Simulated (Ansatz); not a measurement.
ZnSe (Stilleite) in Ansatz: convergence with xc grid

Input of the first run (xc grid 1); the others differ in this setting and in those tied to it:

input.yaml

```yaml
crystal:
  lattice:
    - [0.0, 2.8338, 2.8338]
    - [2.8338, 0.0, 2.8338]
    - [2.8338, 2.8338, 0.0]
  atoms:
    - { symbol: Se, position: [0.75, 0.75, 0.75] }
    - { symbol: Zn, position: [0.0, 0.0, 0.0] }
kpoints:
  mp_grid: { grid: [8, 8, 8] }
scf:
  occupations: { method: fermi_dirac, width: 0.05 }
hamiltonian:
  xc: lda
  pseudopotentials: { kind: all_electron, lapw: { basis_error: 0.001 } }
output:
  forces: true
  stress: true
  eigenvalues: true
basis:
  xc_grid: 1
```

Potentials or basis: all-electron LAPW, scalar-relativistic.

Launch:

```console
$ ansatz run input.yaml --threads 1 --pin off --max-ram 3072MiB --backend cpu --events-out ev --progress --plain --runs-dir out
```

Hardware: 1 thread of Intel(R) Xeon(R) Processor @ 2.50GHz (Skylake/Cascade Lake), on a shared host.

```csv
xc grid,"energy less the tightest run, at zero smearing (meV/atom)",SCF cycles,CPU time (s),peak memory (GiB)
1,0.00,7,23,0.32
2,0.00,7,27,0.31
3,0.00,7,25,0.32
4,0.00,7,25,0.32
```

Against the tightest run, the energy stays within 1 meV/atom from 1 on. The tightest run that finished is the yardstick and may itself not be fully converged.
